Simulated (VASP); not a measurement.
# Al₁₂N: harmonic vibrations of an adsorbate, by atoms left free

Al₁₂N, slab, 13 atoms in the cell. PBE, harmonic vibrations; PAW potentials Al, N (PBE set).

| Atoms left free | Zero-point energy (eV) | Vibrational entropy at 298 K (meV/K) | Displaced cells | Ionic steps, all stages | Electronic steps, all stages | Time (s) |
|---|---|---|---|---|---|---|
| the adsorbate | 0.099 | 0.078 | 6 | 35 | 449 | 999 |
| the adsorbate and the three nearest surface atoms | 0.220 | 1.027 | 24 | 53 | 699 | 1849 |
| the adsorbate and the four nearest surface atoms | 0.257 | 1.385 | 30 | 59 | 762 | 1960 |

Limits: the slab is thin and the surface cell small, so the value carries both errors; the zero-point energy and the entropy count all atoms left free, so they grow with their number.

## Input of the first row

INCAR.step1:
```
SYSTEM = Al12N
PREC     = Accurate       ! precision mode
ENCUT    = 400            ! plane-wave cutoff, eV
EDIFF    = 1E-7           ! SCF threshold, eV
ISMEAR   = 1              ! smearing method
SIGMA    = 0.1            ! smearing width, eV
LREAL    = .False.        ! projectors in reciprocal space
LASPH    = .True.         ! aspherical terms in the spheres
NELM     = 100            ! most SCF steps
ALGO     = Normal         ! electronic algorithm
LWAVE    = .False.        ! write WAVECAR
LCHARG   = .False.        ! write CHGCAR
KPAR     = 2            
IBRION   = 2              ! ionic algorithm
NSW      = 100            ! ionic steps
ISIF     = 2              ! what is computed and relaxed
EDIFFG   = -0.01          ! ionic threshold
POTIM    = 0.5            ! step
```

INCAR.step2, as INCAR.step1 but for:
```
- IBRION = 2
- NSW = 100
- ISIF = 2
- EDIFFG = -0.01
- POTIM = 0.5
+ IBRION = 5
+ NFREE = 2
+ POTIM = 0.015
+ NSW = 1
```

KPOINTS:
```
k-points
0
Gamma
  4 4 1
```

POSCAR.step1:
```
Al12N
1.0
    5.6249107030      0.0000000000      0.0000000000
    2.8124553515      4.8713155628      0.0000000000
    0.0000000000      0.0000000000     20.0368500000
Al N
12 1
Selective dynamics
Direct
    0.0000000000      0.0000000000      0.2994482666  F F F
    0.5000000000      0.0000000000      0.2994482666  F F F
    0.0000000000      0.5000000000      0.2994482666  F F F
    0.5000000000      0.5000000000      0.2994482666  F F F
   -0.1666666667      0.3333333333      0.4208957496  T T T
    0.3333333333      0.3333333333      0.4208957496  T T T
   -0.1666666667      0.8333333333      0.4208957496  T T T
    0.3333333333      0.8333333333      0.4208957496  T T T
    0.0000000000      0.0000000000      0.5423432326  T T T
    0.5000000000      0.0000000000      0.5423432326  T T T
    0.0000000000      0.5000000000      0.5423432326  T T T
    0.5000000000      0.5000000000      0.5423432326  T T T
    0.1666666667      0.1666666667      0.5934780360  T T T
```

POSCAR.step2:
```
Al12N
1.0
    5.6249107030      0.0000000000      0.0000000000
    2.8124553515      4.8713155628      0.0000000000
    0.0000000000      0.0000000000     20.0368500000
Al N
12 1
Selective dynamics
Direct
    0.0000000000      0.0000000000      0.2994482666  F F F
    0.5000000000      0.0000000000      0.2994482666  F F F
    0.0000000000      0.5000000000      0.2994482666  F F F
    0.5000000000      0.5000000000      0.2994482666  F F F
    0.8388574668      0.3305712666      0.4227150332  F F F
    0.3305712666      0.3305712666      0.4227150332  F F F
    0.8333333333      0.8333333333      0.4242764751  F F F
    0.3305712666      0.8388574668      0.4227150332  F F F
    0.9959572874      0.9959572874      0.5501925753  F F F
    0.5080854251      0.9959572874      0.5501925753  F F F
    0.9959572874      0.5080854251      0.5501925753  F F F
    0.5000000000      0.5000000000      0.5325557843  F F F
    0.1666666667      0.1666666667      0.5896724011  T T T
```

Commands (each step's output is kept before the next begins):
```
cat potpaw_PBE.64/Al/POTCAR potpaw_PBE.64/N/POTCAR > POTCAR
cp INCAR.step1 INCAR
cp POSCAR.step1 POSCAR
mpirun -np 4 vasp_std > vasp.out
# POSCAR: the relaxed cell, only the named atoms free
cp INCAR.step2 INCAR
cp POSCAR.step2 POSCAR
mpirun -np 4 vasp_std > vasp.out
```

VASP 6.6.1 took 999 s on 4 cores (Intel Xeon Platinum 8488C (Sapphire Rapids)), a shared host.
